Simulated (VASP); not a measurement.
# Settings for Sr: energy along a vibration (SMASS = -2)

Sr, Im-3m (no. 229), atoms displaced along the mode, 2 atoms in the cell. PBE, energy along a line of displacements; PAW potentials Sr_sv (PBE set). VASP 6.6.1.

Wanted: harmonic frequency within 1 %.

Space group without the displacement: Im-3m (no. 229); Mode: mode at H.

POSCAR of the starting run:
```
Sr
1.0
    4.8700000000      0.0000000000      0.0000000000
    0.0000000000      4.8700000000      0.0000000000
    0.0000000000      0.0000000000      4.8700000000
Sr
2
Direct
   -0.0082135524      0.0000000000      0.0000000000
    0.5082135524      0.5000000000      0.5000000000

    0.0100000000   0.0000000000   0.0000000000
   -0.0100000000   0.0000000000   0.0000000000
```

The series start from k mesh: 5 × 5 × 5; Cutoff (eV): 300; Step along the mode (Å): 0.02; Smearing width (eV): 0.15. Each series keeps the choices made before it, and each single choice may use up half of a tolerance.

## k mesh

| k mesh | Harmonic frequency (THz) | Time (s) |
|---|---|---|
| 2 × 2 × 2 | 2.901 | 21 |
| 3 × 3 × 3 | 2.787 | 29 |
| 4 × 4 × 4 | 2.826 | 84 |
| 5 × 5 × 5 | 2.841 | 101 |
| 6 × 6 × 6 | 2.86 | 165 |
| 8 × 8 × 8 (reference) | 2.865 | 310 |

## Cutoff (eV)

| Cutoff (eV) | Harmonic frequency (THz) | Time (s) |
|---|---|---|
| 170 | 2.981 | 53 |
| 200 | 2.864 | 55 |
| 230 | 2.857 | 60 |
| 270 | 2.861 | 122 |
| 300 | 2.86 | 165 |
| 350 (reference) | 2.861 | 170 |

## Smearing width (eV)

| Smearing width (eV) | Harmonic frequency (THz) | Time (s) |
|---|---|---|
| 0.4 | 2.893 | 65 |
| 0.3 | 2.889 | 64 |
| 0.2 | 2.876 | 65 |
| 0.15 | 2.869 | 69 |
| 0.1 (reference) | 2.863 | 85 |

## Question

The rows run from the loosest to the tightest. For each series: choose the loosest value from which every tighter one stays within half of the tolerance.

## Answer

- k mesh: 6 × 6 × 6
- Cutoff (eV): 200
- Smearing width (eV): 0.2

Also changed on the way, by series that aren't shown: Step along the mode (Å): 0.08.

## All choices together

| Input | Harmonic frequency (THz) | Time (s) |
|---|---|---|
| defaults on a coarse mesh (naive) | 2.878 | 3.9 |
| chosen settings | 2.876 | 65 |
| reference settings throughout | 2.859 | 425 |

The tolerance is met.

## The input

INCAR:
```
  GGA = PE
  PREC = Accurate
  ENCUT = 200
  EDIFF = 1E-7
  ALGO = Normal
  LREAL = F
  LASPH = T
  ISMEAR = 1
  SIGMA = 0.2
  ISYM = 0
  LWAVE = F
  LCHARG = F
  IBRION = 0
  SMASS = -2
  POTIM = 1
  NSW = 9
  NELMIN = 4
  IWAVPR = 11
  KPAR = 2
```

KPOINTS:
```
Automatic mesh
0
Gamma
  6 6 6
  0 0 0
```

POSCAR:
```
Sr
1.0
    4.8700000000      0.0000000000      0.0000000000
    0.0000000000      4.8700000000      0.0000000000
    0.0000000000      0.0000000000      4.8700000000
Sr
2
Direct
   -0.0328542094      0.0000000000      0.0000000000
    0.5328542094      0.5000000000      0.5000000000

    0.0400000000   0.0000000000   0.0000000000
   -0.0400000000   0.0000000000   0.0000000000
```

Commands:
```
cat potpaw_PBE.64/Sr_sv/POTCAR > POTCAR
mpirun -np 2 vasp_std > vasp.out
```

The naive input happens to agree within the tolerance here, in 3.9 s.

The chosen input took VASP 6.6.1 65 s on 2 cores (Intel Xeon Platinum 8259CL @ 2.50GHz (Skylake/Cascade Lake)), a shared host.

## An input that fails: POTIM multiplies the typed steps tenfold

It runs to its end, but against the unchanged starting input it is off by 552 % in the harmonic frequency.

Changes against the starting input:
```
- POTIM = 1
+ POTIM = 10
```
